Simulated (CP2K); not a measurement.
CdS (Hawleyite):

```xyz
2
Lattice="4.1246 0.0000 0.0000 2.0623 3.5720 0.0000 2.0623 1.1907 3.3677" Properties=species:S:1:pos:R:3 pbc="T T T"
Cd    0.0000    0.0000    0.0000
S     6.1868    3.5720    2.5258
```

Base run:

```yaml
Program: CP2K 2026.2
Functional: r2SCAN
Potentials_or_basis: POTENTIAL_UZH Cd GTH-PBE-q12, S GTH-PBE-q6; TZVP-MOLOPT-PBE-GTH basis
Density_cutoff: 9184 eV
k_mesh: 8 × 8 × 8
Occupations: fermi-dirac, width 0.05 eV
Spin: no spin polarisation
```

Its results: band gap on the k mesh 1.27 eV, direct; pressure 0.4 GPa.

Task: After a change of settings the same cell gave: band gap on the k mesh 1.27 eV, direct; pressure 4.9 GPa. Which change was it?
A. functional from r2SCAN to BEEF-vdW
B. functional from r2SCAN to optB88-vdW
C. functional from r2SCAN to AM05
D. functional from r2SCAN to LDA

Result: A.

Caveats: the potentials were made for another functional, which shifts forces and pressure; the basis of atomic orbitals isn't converged, which shifts pressures, moduli and gaps.

Runs at the PBE level aren't shown here.
